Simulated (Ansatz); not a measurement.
Fluorite SrF2, treated with HSE06 (Ansatz, a first-principles code, PAW).

Numerical settings: plane-wave cutoff 460 eV, 8×8×8 k mesh, Fermi–Dirac smearing 0.01 eV, scalar-relativistic PAW data made under PBE.

Properties against volume:

```
V (Å³/atom)  P (GPa)  direct gap at Γ (eV)  smallest gap on the k mesh (eV)
-----------  -------  --------------------  -------------------------------
15.519          4.10                 9.362                            9.274
15.989          1.64                 9.187                            9.094
16.336          0.07                 9.063                            8.966
16.744         -1.56                 8.922                            8.822
17.153         -2.98                 8.787                            8.684
```

The fundamental gap (8.96 eV at the equilibrium volume, on the SCF mesh) lies elsewhere than Γ–Γ.

Measured, for comparison: band gap 11.1 eV (temperature not stated, not corrected to a static lattice; as tabulated in Aguado et al. (1999), arXiv:cond-mat/9901145).

Spin–orbit coupling is not included.
